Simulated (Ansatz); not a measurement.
The system is TiSi2.

```
Ti Si
1.0
     0.00000    4.11752    4.26290
     2.38951    0.00000    4.26290
     2.38951    4.11752    0.00000
Ti Si
2 4
Direct
  0.75000 0.75000 0.75000
  0.50000 0.50000 0.50000
  0.41257 0.08743 0.41257
  0.08743 0.41257 0.08743
  0.16257 0.83743 0.16257
  0.83743 0.16257 0.83743
```

The cell is a database's computed one.

Base run:

```yaml
Program: Ansatz 0.2.0
Functional: RPBE
Potentials_or_basis: Ansatz PAW
Cutoff: 420 eV
Density_cutoff: 1680 eV
k_mesh: 7 × 7 × 7
Occupations: fermi-dirac, width 0.05 eV
Spin: no spin polarisation
```

Its results: band gap on the k mesh none (metal or under the smearing width); pressure 4.7 GPa; largest force 0.007 eV/Å.

After a change of settings the same cell gave: band gap on the k mesh none (metal or under the smearing width); pressure 2.1 GPa; largest force 0.020 eV/Å. Which change was it?
A. functional from RPBE to LDA
B. functional from RPBE to BLYP
C. functional from RPBE to r2SCAN; cutoff from 420 eV to 500 eV; density cutoff from 1680 eV to 2000 eV
D. functional from RPBE to PBE

D.

PBE binds more tightly than RPBE, so the same cell stands under less pressure.

Caveats: the potentials were made for another functional, which shifts forces and pressure (some runs); the PAW data sets come from PBE, with cores solved anew for the run's functional, which leaves a small shift of forces and pressure (some runs).

Not every run made on this cell is shown here.
